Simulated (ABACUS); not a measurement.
# MoS2 (R3m) in ABACUS: a series of runs

One crystal, MoS2, is run at these levels: PBE; tasks: equation of state.

Program: ABACUS 3.10.1. These are calculated values, not measurements. Logs are shortened: lines on timing, memory, paths and dates and some standing lists are left out, and cuts for length are marked.

### 1 Starting point

The structure is trigonal, space group R3m (No. 160). The conventional cell has a = 3.160 Å, b = 3.160 Å, c = 18.450 Å, α = 90.00°, β = 90.00°, γ = 120.00°. Mo (site symmetry 3m) has 6 S at 2.39 Å as nearest neighbours. Around S (site symmetry 3m) lie 3 Mo at 2.39 Å. S (site symmetry 3m) is surrounded by 3 Mo at 2.39 Å.

Measurements of this composition are mostly on another form, of space group No. 194.

### 2 Equation of state, PBE, 16.66 Å³/atom (volume scaled by 0.94)

The input, INPUT:

```
INPUT_PARAMETERS
suffix              MoS2
calculation         scf
basis_type          lcao
pseudo_dir          ./
orbital_dir         ./
symmetry            1
dft_functional      pbe
ecutwfc             100
pseudo_rcut         10
nspin               1
nbands              17
ks_solver           genelpa
smearing_method     fd
smearing_sigma      0.00367493
scf_thr             1e-07
scf_nmax            100
mixing_type         broyden
mixing_beta         0.7
cal_force           1
cal_stress          1
out_mul             1
```

The input, STRU:

```
ATOMIC_SPECIES
Mo 95.9500 Mo.upf
S 32.0600 S.upf

NUMERICAL_ORBITAL
Mo_confined-atom_7au_4s3p3d1f.orb
S_confined-atom_7au_3s3p2d1f.orb

LATTICE_CONSTANT
1.8897261246

LATTICE_VECTORS
1.5477460518 0.8935915996 6.0244545686
-1.5477460518 0.8935915996 6.0244545686
0.0000000000 -1.7871831992 6.0244545686

ATOMIC_POSITIONS
Direct

Mo
0.0
1
0.0000000000 0.0000000000 0.0000000000 1 1 1

S
0.0
2
0.4170000000 0.4170000000 0.4170000000 1 1 1
0.2500000000 0.2500000000 0.2500000000 1 1 1
```

The input, KPT:

```
K_POINTS
0
Gamma
10 10 10 0 0 0
```

Potentials or basis: PseudoDojo NC SR 0.4.1 PBE standard, TZDP LCAO (the cutoffs set its grid).

The run is started by

```bash
$ OMP_NUM_THREADS=1 mpirun -np 4 abacus > log
```

running log:

```text
ABACUS v3.10.1

               Atomic-orbital Based Ab-initio Computation at UStc

 ------------------------------------------------------------------------------------

 READING GENERAL INFORMATION
                           global_out_dir = OUT.MoS2/
                           global_in_card = INPUT
                               pseudo_dir = ./
                              orbital_dir = ./
                                    DSIZE = 4
                                    GSIZE = 1

 READING UNITCELL INFORMATION
                                    ntype = 2
                  lattice constant (Bohr) = 1.88973
              lattice constant (Angstrom) = 1

 READING ATOM TYPE 1
                               atom label = Mo
                      L=0, number of zeta = 4
                      L=1, number of zeta = 3
                      L=2, number of zeta = 3
                      L=3, number of zeta = 1
             number of atom for this type = 1

 READING ATOM TYPE 2
                               atom label = S
                      L=0, number of zeta = 3
                      L=1, number of zeta = 3
                      L=2, number of zeta = 2
                      L=3, number of zeta = 1
             number of atom for this type = 2

                        TOTAL ATOM NUMBER = 3
DIRECT COORDINATES
    atom                   x                   y                   z     mag                  vx                  vy                  vz
taud_Mo1            0.0000000000        0.0000000000        0.0000000000  0.0000        0.0000000000        0.0000000000        0.0000000000
taud_S1            0.4170000000        0.4170000000        0.4170000000  0.0000        0.0000000000        0.0000000000        0.0000000000
taud_S2            0.2500000000        0.2500000000        0.2500000000  0.0000        0.0000000000        0.0000000000        0.0000000000

                          Volume (Bohr^3) = 337.368
                             Volume (A^3) = 49.9928

 Lattice vectors: (Cartesian coordinate: in unit of a_0)
             +1.54775           +0.893592            +6.02445
             -1.54775           +0.893592            +6.02445
                   +0            -1.78718            +6.02445
 Reciprocal vectors: (Cartesian coordinate: in unit of 2 pi/a_0)
             +0.32305           +0.186513            +0.05533
             -0.32305           +0.186513            +0.05533
                   +0           -0.373026            +0.05533
 The esolver type has been set to : ksdft_lcao

                PAO radial cut off (Bohr) = 10

 Read in pseudopotential file is Mo.upf
                     pseudopotential type = NC
          exchange-correlation functional = PBE
                 nonlocal core correction = 1
                        valence electrons = 14
                                     lmax = 2
                           number of zeta = 4
                     number of projectors = 6
                           L of projector = 0
[... 5 lines left out ...]
                PAO radial cut off (Bohr) = 10

 Read in pseudopotential file is S.upf
                     pseudopotential type = NC
          exchange-correlation functional = PBE
                 nonlocal core correction = 1
                        valence electrons = 6
                                     lmax = 2
                           number of zeta = 2
                     number of projectors = 6
                           L of projector = 0
                           L of projector = 0
                           L of projector = 1
                           L of projector = 1
                           L of projector = 2
                           L of projector = 2
     initial pseudo atomic orbital number = 18

 SETUP THE ELECTRONS NUMBER
            electron number of element Mo = 14
      total electron number of element Mo = 14
             electron number of element S = 6
       total electron number of element S = 12
            AUTOSET number of electrons:  = 26
                           occupied bands = 13
                                   NLOCAL = 93
                                   NBANDS = 17
                                   NBANDS = 17
                                   NLOCAL = 93

%%%%%%%%%%%%%%%%%%%%%%%%%%%%%%%%%%%%%%%%%%%%%%%%%%%%%%%%%%%%%%%%%%%%%%%%%%%%%%%%%%%%%%%%%%%%%%%%%%%%%%%%%%
 Warning: the number of valence electrons in pseudopotential > 6 for Mo: [Kr] 4d5 5s1
 Pseudopotentials with additional electrons can yield (more) accurate outcomes, but may be less efficient.
 If you're confident that your chosen pseudopotential is appropriate, you can safely ignore this warning.
%%%%%%%%%%%%%%%%%%%%%%%%%%%%%%%%%%%%%%%%%%%%%%%%%%%%%%%%%%%%%%%%%%%%%%%%%%%%%%%%%%%%%%%%%%%%%%%%%%%%%%%%%%

 SETUP THE PLANE WAVE BASIS
 energy cutoff for charge/potential (unit:Ry) = 400
            fft grid for charge/potential = [ 75, 75, 75 ]
[... 88 lines left out ...]
                       right hand lattice = 1
                        ROTATION MATRICES = 12
                               nkstot_ibz = 116
K-POINTS REDUCTION ACCORDING TO SYMMETRY
     IBZ    DIRECT_X    DIRECT_Y    DIRECT_Z  WEIGHT  ibz2bz
       1  0.00000000  0.00000000  0.00000000  0.0010       0
       2  0.10000000  0.00000000  0.00000000  0.0060       1
       3  0.20000000  0.00000000  0.00000000  0.0060       2
       4  0.30000000  0.00000000  0.00000000  0.0060       3
       5  0.40000000  0.00000000  0.00000000  0.0060       4
       6  0.50000000  0.00000000  0.00000000  0.0030       5
[... 22 lines left out ...]
      29  0.50000000  0.40000000  0.00000000  0.0120      45
      30 -0.40000000  0.40000000  0.00000000  0.0060      46
[... 86 further k points ...]

                               nkstot now = 116
[... K-POINTS DIRECT COORDINATES: 116 rows ...]

           k-point number in this process = 116
       minimum distributed K point number = 116
[... stars of the k points ...]

[... K-POINTS CARTESIAN COORDINATES: 116 rows ...]

[... K-POINTS DIRECT COORDINATES: 116 rows ...]

 SETUP PLANE WAVES FOR WAVE FUNCTIONS
     energy cutoff for wavefunc (unit:Ry) = 100
              fft grid for wave functions = [ 75, 75, 75 ]
                    number of plane waves = 7745
                         number of sticks = 655

 PARALLEL PW FOR WAVE FUNCTIONS
     PROC   COLUMNS(POT)             PW
        1            164           1937
        2            164           1937
        3            163           1935
        4            164           1936
 --------------- sum -------------------
        4            655           7745

 SET NONLOCAL PSEUDOPOTENTIAL PROJECTORS
 SET NONLOCAL PSEUDOPOTENTIAL PROJECTORS
 max number of nonlocal projetors among all species is 6

 -------------------------------------------
 SELF-CONSISTENT
 -------------------------------------------

 SETUP SEARCHING RADIUS FOR PROGRAM TO SEARCH ADJACENT ATOMS
                  longest orb rcut (Bohr) = 7
   longest nonlocal projector rcut (Bohr) = 1.66
                     search radius (Bohr) = 17.3
              searching radius is (Bohr)) = 17.3
         searching radius unit is (Bohr)) = 1.89
                         PeriodicBoundary = 1
                        Radius(unit:lat0) = 9.17
                                   glayer = [ 5, 5, 5 ]
                             glayer_minus = [ 4, 4, 4 ]

Find the coordinate range of the input atom(unit:lat0).
                                  min_tau = [ -12.4, -14.3, -72.3 ]
                                  max_tau = [ 12.4, 14.3, 79.8 ]
                                BoxNumber = [ 9, 9, 9 ]

 SETUP EXTENDED REAL SPACE GRID FOR GRID INTEGRATION
                          real space grid = [ 75, 75, 75 ]
                 big cell numbers in grid = [ 15, 15, 15 ]
             meshcell numbers in big cell = [ 5, 5, 5 ]
                        extended fft grid = [ 21, 21, 21 ]
                dimension of extened grid = [ 58, 58, 58 ]
                            UnitCellTotal = 125
              Atom number in sub-FFT-grid = 3
    Local orbitals number in sub-FFT-grid = 93
                                ParaV.nnr = 82207
                                 init_chg = atomic

 LCAO ALGORITHM --------------- ION=   1  ELEC=   1--------------------------------

 Density error is 0.0980193717272
----------------------------------------------------------
     Energy           Rydberg                 eV
----------------------------------------------------------
 E_KohnSham     -184.7096678834      -2513.1039589014
 E_Harris       -189.5527399987      -2578.9973354947
 E_Fermi        0.9684339137         13.1762193634
----------------------------------------------------------
[... 113 lines left out ...]
 Density error is 1.83076882516e-08
----------------------------------------------------------
     Energy           Rydberg                 eV
----------------------------------------------------------
 E_KohnSham     -184.8693250227      -2515.2762057228
 E_KS(sigma->0) -184.8693249760      -2515.2762050867
 E_Harris       -184.8693238754      -2515.2761901132
 E_band         -9.4614401877        -128.7294978384
 E_one_elec     -84.1511772494       -1144.9355039996
 E_Hartree      54.2947866697        738.7184704027
 E_xc           -33.5836940445       -456.9295988945
 E_Ewald        -121.4292403050      -1652.1295719591
 E_entropy(-TS) -0.0000000935        -0.0000012723
 E_descf        0.0000000000         0.0000000000
 E_exx          0.0000000000         0.0000000000
 E_Fermi        0.9341050641         12.7091514022
----------------------------------------------------------

 charge density convergence is achieved
 final etot is -2515.2762057 eV
 EFERMI = 12.709151402 eV

 STATE ENERGY(eV) AND OCCUPATIONS    NSPIN == 1
 1/116 kpoint (Cartesian) = 0.0000 0.0000 0.0000 (1431 pws)
       1       -49.3475     0.00200000
       2       -23.5770     0.00200000
       3       -23.2662     0.00200000
       4       -23.2662     0.00200000
       5       -3.31961     0.00200000
       6       -1.38170     0.00200000
[... 9 lines left out ...]
      16        14.9293    1.04005e-22
[... 82 lines left out ...]
       4       -23.3837     0.00600000
       5       -1.07974     0.00600000
       6      -0.836121     0.00600000
[... 9 lines left out ...]
      16        15.8905    1.39715e-30
      17        15.9835    2.17466e-31

[... levels at 110 further k points ...]

 correction force for each atom along direction 1 is 0.0692043
 correction force for each atom along direction 2 is -0.000735614
 correction force for each atom along direction 3 is 6.71936e-07
------------------------------------------------------------------------------------------
 TOTAL-FORCE (eV/Angstrom)
------------------------------------------------------------------------------------------
                       Mo1         0.0000000000         0.0000000000         0.1001354340
                        S1         0.0000000000         0.0000000000         1.6903325150
                        S2         0.0000000000         0.0000000000        -1.7904679490
------------------------------------------------------------------------------------------

----------------------------------------------------------------
 TOTAL-STRESS (KBAR)
----------------------------------------------------------------
       162.4714956782         0.0000000000         0.0000000000
         0.0000000000       162.4714956942         0.0000000000
         0.0000000000         0.0000000000       202.7178568182
----------------------------------------------------------------
 TOTAL-PRESSURE: 175.886949 KBAR

 --------------------------------------------
 !FINAL_ETOT_IS -2515.2762057228337653 eV
 --------------------------------------------
```

Wall time 60 s (4 MPI ranks of Intel Xeon at 2.80GHz (Skylake/Cascade Lake), shared host); peak memory 0.68 GiB.

What came out:

```
Free energy            : -2515.2762 eV
Pressure               : 17.6 GPa
Largest force          : 1.790 eV/Å
Band gap on the k mesh : 0.90 eV, indirect (least direct gap 2.12 eV)
Mulliken charges       : Mo +0.81; S -0.41, -0.40 e
```

Caveat: the atomic orbitals were generated for these runs and aren't a published set; Mulliken charges move with the basis; the basis of atomic orbitals isn't converged, which shifts pressures, moduli and gaps; forces of over 1 eV/Å show positions far from the minimum, so gaps and moduli don't describe the material at rest.

### 3 Equation of state, PBE, 17.02 Å³/atom (volume scaled by 0.96)

INPUT is that of step 2.

Edit STRU of step 2 so:

```diff
@@ -12,5 +12,5 @@
 LATTICE_VECTORS
-1.5477460518 0.8935915996 6.0244545686
--1.5477460518 0.8935915996 6.0244545686
-0.0000000000 -1.7871831992 6.0244545686
+1.5586460310 0.8998847055 6.0668817029
+-1.5586460310 0.8998847055 6.0668817029
+0.0000000000 -1.7997694111 6.0668817029
```

KPT is that of step 2.

Potentials or basis: PseudoDojo NC SR 0.4.1 PBE standard, TZDP LCAO (the cutoffs set its grid).

The run is started by

```bash
$ OMP_NUM_THREADS=1 mpirun -np 4 abacus > log
```

It took 61 s on 4 MPI ranks of Intel Xeon at 2.80GHz (Skylake/Cascade Lake), shared host; peak memory 0.68 GiB.

Results (log left out):

* Free energy: -2515.3784 eV
* Pressure: 13.3 GPa
* Largest force: 1.368 eV/Å
* Band gap on the k mesh: 0.92 eV, indirect (least direct gap 2.06 eV)
* Mulliken charges: Mo +0.79; S -0.40, -0.39 e

Caveat: the atomic orbitals were generated for these runs and aren't a published set; Mulliken charges move with the basis; the basis of atomic orbitals isn't converged, which shifts pressures, moduli and gaps; forces of over 1 eV/Å show positions far from the minimum, so gaps and moduli don't describe the material at rest.

### 4 Equation of state, PBE, 17.37 Å³/atom (volume scaled by 0.98)

INPUT is that of step 3.

Edit STRU of step 3 so:

```diff
@@ -12,5 +12,5 @@
 LATTICE_VECTORS
-1.5586460310 0.8998847055 6.0668817029
--1.5586460310 0.8998847055 6.0668817029
-0.0000000000 -1.7997694111 6.0668817029
+1.5693956536 0.9060910031 6.1087235885
+-1.5693956536 0.9060910031 6.1087235885
+0.0000000000 -1.8121820061 6.1087235885
```

KPT is that of step 3.

The run is started by

```bash
$ OMP_NUM_THREADS=1 mpirun -np 4 abacus > log
```

Run time: 61 s. Hardware: 4 MPI ranks of Intel Xeon at 2.80GHz (Skylake/Cascade Lake), shared host; peak memory 0.68 GiB.

Results (log left out):

- Free energy: -2515.4534 eV
- Pressure: 9.4 GPa
- Largest force: 0.976 eV/Å
- Band gap on the k mesh: 0.94 eV, indirect (least direct gap 2.00 eV)
- Mulliken charges: Mo +0.77; S -0.39, -0.38 e

Caveat: the atomic orbitals were generated for these runs and aren't a published set; Mulliken charges move with the basis; the basis of atomic orbitals isn't converged, which shifts pressures, moduli and gaps.

### 5 Equation of state, PBE, 17.73 Å³/atom

INPUT is that of step 4.

Edit STRU of step 4 so:

```diff
@@ -12,5 +12,5 @@
 LATTICE_VECTORS
-1.5693956536 0.9060910031 6.1087235885
--1.5693956536 0.9060910031 6.1087235885
-0.0000000000 -1.8121820061 6.1087235885
+1.5800000000 0.9122134253 6.1500000000
+-1.5800000000 0.9122134253 6.1500000000
+0.0000000000 -1.8244268506 6.1500000000
```

KPT is that of step 4.

The run is started by

```bash
$ OMP_NUM_THREADS=1 mpirun -np 4 abacus > log
```

It took 60 s on 4 MPI ranks of Intel Xeon at 2.80GHz (Skylake/Cascade Lake), shared host; peak memory 0.68 GiB.

It converged, with:

* Free energy: -2515.5039 eV
* Pressure: 5.9 GPa
* Largest force: 0.613 eV/Å
* Band gap on the k mesh: 0.95 eV, indirect (least direct gap 1.95 eV)
* Mulliken charges: Mo +0.75; S -0.38, -0.37 e

Caveat: the atomic orbitals were generated for these runs and aren't a published set; Mulliken charges move with the basis; the basis of atomic orbitals isn't converged, which shifts pressures, moduli and gaps.

### 6 Equation of state, PBE, 18.08 Å³/atom (volume scaled by 1.02)

INPUT is that of step 5.

Edit STRU of step 5 so:

```diff
@@ -12,5 +12,5 @@
 LATTICE_VECTORS
-1.5800000000 0.9122134253 6.1500000000
--1.5800000000 0.9122134253 6.1500000000
-0.0000000000 -1.8244268506 6.1500000000
+1.5904638811 0.9182547499 6.1907296638
+-1.5904638811 0.9182547499 6.1907296638
+0.0000000000 -1.8365094997 6.1907296638
```

KPT is that of step 5.

Potentials or basis: PseudoDojo NC SR 0.4.1 PBE standard, TZDP LCAO (the cutoffs set its grid).

The run is started by

```bash
$ OMP_NUM_THREADS=1 mpirun -np 4 abacus > log
```

It took 57 s on 4 MPI ranks of Intel Xeon at 2.80GHz (Skylake/Cascade Lake), shared host; peak memory 0.68 GiB.

The run converged. Its results:

| Item | Value |
| --- | --- |
| Free energy | -2515.5324 eV |
| Pressure | 2.7 GPa |
| Largest force | 0.276 eV/Å |
| Band gap on the k mesh | 0.97 eV, indirect (least direct gap 1.90 eV) |
| Mulliken charges | Mo +0.74; S -0.37 e |

Caveat: the atomic orbitals were generated for these runs and aren't a published set; Mulliken charges move with the basis; the basis of atomic orbitals isn't converged, which shifts pressures, moduli and gaps.

### 7 Equation of state, PBE, 18.44 Å³/atom (volume scaled by 1.04)

INPUT is that of step 6.

Edit STRU of step 6 so:

```diff
@@ -12,5 +12,5 @@
 LATTICE_VECTORS
-1.5904638811 0.9182547499 6.1907296638
--1.5904638811 0.9182547499 6.1907296638
-0.0000000000 -1.8365094997 6.1907296638
+1.6007918580 0.9242176101 6.2309303335
+-1.6007918580 0.9242176101 6.2309303335
+0.0000000000 -1.8484352203 6.2309303335
```

KPT is that of step 6.

The run is started by

```bash
$ OMP_NUM_THREADS=1 mpirun -np 4 abacus > log
```

Run time: 55 s. Hardware: 4 MPI ranks of Intel Xeon at 2.80GHz (Skylake/Cascade Lake), shared host; peak memory 0.68 GiB.

Results (log left out):

```yaml
Free_energy: -2515.5409 eV
Pressure: -0.1 GPa
Largest_force: 0.116 eV/Å
Band_gap_on_the_k_mesh: 0.98 eV, indirect (least direct gap 1.85 eV)
Mulliken_charges: Mo +0.73; S -0.36, -0.37 e
```

Caveat: the atomic orbitals were generated for these runs and aren't a published set; Mulliken charges move with the basis; the basis of atomic orbitals isn't converged, which shifts pressures, moduli and gaps.

### 8 Equation of state, PBE, 18.79 Å³/atom (volume scaled by 1.06)

INPUT is that of step 7.

Edit STRU of step 7 so:

```diff
@@ -12,5 +12,5 @@
 LATTICE_VECTORS
-1.6007918580 0.9242176101 6.2309303335
--1.6007918580 0.9242176101 6.2309303335
-0.0000000000 -1.8484352203 6.2309303335
+1.6109882594 0.9301045052 6.2706188579
+-1.6109882594 0.9301045052 6.2706188579
+0.0000000000 -1.8602090104 6.2706188579
```

KPT is that of step 7.

The run is started by

```bash
$ OMP_NUM_THREADS=1 mpirun -np 4 abacus > log
```

It took 55 s on 4 MPI ranks of Intel Xeon at 2.80GHz (Skylake/Cascade Lake), shared host; peak memory 0.68 GiB.

The run converged. Its results:

```yaml
Free_energy: -2515.5317 eV
Pressure: -2.6 GPa
Largest_force: 0.402 eV/Å
Band_gap_on_the_k_mesh: 0.99 eV, indirect (least direct gap 1.80 eV)
Mulliken_charges: Mo +0.72; S -0.36 e
```

Caveat: the atomic orbitals were generated for these runs and aren't a published set; Mulliken charges move with the basis; the basis of atomic orbitals isn't converged, which shifts pressures, moduli and gaps.

### 9 Equation of state, PBE

Potentials or basis: PseudoDojo NC SR 0.4.1 PBE standard, TZDP LCAO (the cutoffs set its grid).

This step only gathers the single runs of the series.

Results:

```
Equilibrium volume                        : 18.42 Å³/atom
Bulk modulus at fixed shape and positions : 140 GPa
Pressure derivative of the bulk modulus   : 4.4
```

Energy against volume, from the lowest point:
```csv
volume (Å³/atom),energy (meV/atom)
16.664,88.25
17.019,54.18
17.373,29.18
17.728,12.34
18.083,2.86
18.437,0.00
18.792,3.09
```

Caveat: the atomic orbitals were generated for these runs and aren't a published set; the cell was scaled at fixed shape and fractional positions, which overstates the stiffness of a crystal with free parameters, most of all of layers and chains; the basis of atomic orbitals isn't converged, which shifts pressures, moduli and gaps.
